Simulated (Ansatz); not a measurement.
SnSe — ¹¹⁹Sn Mössbauer parameters

Cell: a COD entry, atoms as given.

```
CELL_PARAMETERS angstrom
0.00000 3.01000 3.01000
3.01000 0.00000 3.01000
3.01000 3.01000 0.00000
ATOMIC_POSITIONS crystal
Sn 0.00000 0.00000 0.00000
Se 0.50000 0.50000 0.50000
```

Sites (sets of like atoms) are named by element and the number of their first atom in this list.

Level of theory: DFT, PBE, plane waves and PAW, scalar-relativistic, 420 eV cutoff, Γ-centred 13×13×13 k-points, Fermi–Dirac smearing 0.02 eV (Ansatz 0.2.0).

Isomer shifts (against SnO₂) follow from the electron density at the nucleus, δ = α(ρ − ρ₀), with α = 0.099 mm s⁻¹ a₀³ and ρ₀ = 183191.44 a₀⁻³ from a line fitted to 8 measured compounds at this level of theory (rms miss 0.12 mm/s). ΔE_Q = ½eQV_zz(1 + η²/3)^½ with Q = -0.132 b for the 23.9 keV state.

(1) Give the isomer shift and quadrupole splitting of each Sn site.

Results:

(1) 

| site | atoms | first shell | ρ − ρ₀ (a₀⁻³) | δ (mm/s) | ΔE_Q (mm/s) | η |
| --- | --- | --- | --- | --- | --- | --- |
| Sn | 1 | 6 Se at 3.01 Å | 37.0 | 3.66 | 0.00 | – |

The shift of Sn is typical of Sn(II).

Shifts outside the range of the fitted compounds (-0.5 to 3.2 mm/s for Sn) are extrapolations.
